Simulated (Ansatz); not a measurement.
# InSb (P4/mmm), tetragonal deformation path

All numbers below come from Ansatz, DFT r2SCAN, scalar-relativistic, plane waves, PAW. Cutoff 500 eV, Γ-centred 22×22×12 k-points, Gaussian smearing of 0.15 eV. No spin polarisation. Energies are free energies at this smearing, counted from the undisturbed cell; pressure is positive in compression.

The starting cell (relaxed at this level; with this scan's settings it stands at -0.1 GPa; this form isn't the usual structure):

```xyz
2
Lattice="3.0584 0.0000 0.0000 0.0000 3.0584 0.0000 0.0000 0.0000 6.1834" Properties=species:S:1:pos:R:3 pbc="T T T"
In    0.0000    0.0000    0.0000
Sb    0.0000    0.0000    3.0917
```

At fixed volume and fractional coordinates, lengths along (0.000, 0.000, 1.000) are scaled against those across it; ρ is that ratio over its starting value. The cell is metallic on the mesh throughout.

```tsv
ρ	ΔE (meV/atom)
0.800	342.4
0.850	169.2
0.920	41.8
0.960	8.2
1.000	0.0
1.050	17.6
1.100	58.1
1.200	184.6
1.300	352.9
```

Predict the pressure (GPa) at each point.

| ρ | pressure (GPa) |
| --- | --- |
| 0.800 | 5.3 |
| 0.850 | 2.4 |
| 0.920 | 0.3 |
| 0.960 | -0.1 |
| 1.000 | -0.1 |
| 1.050 | 0.4 |
| 1.100 | 1.2 |
| 1.200 | 3.9 |
| 1.300 | 7.6 |

Cost: 9 runs of about 5.2 core-minutes in all, on Intel Xeon 6975P-C (Granite Rapids) (shared hosts).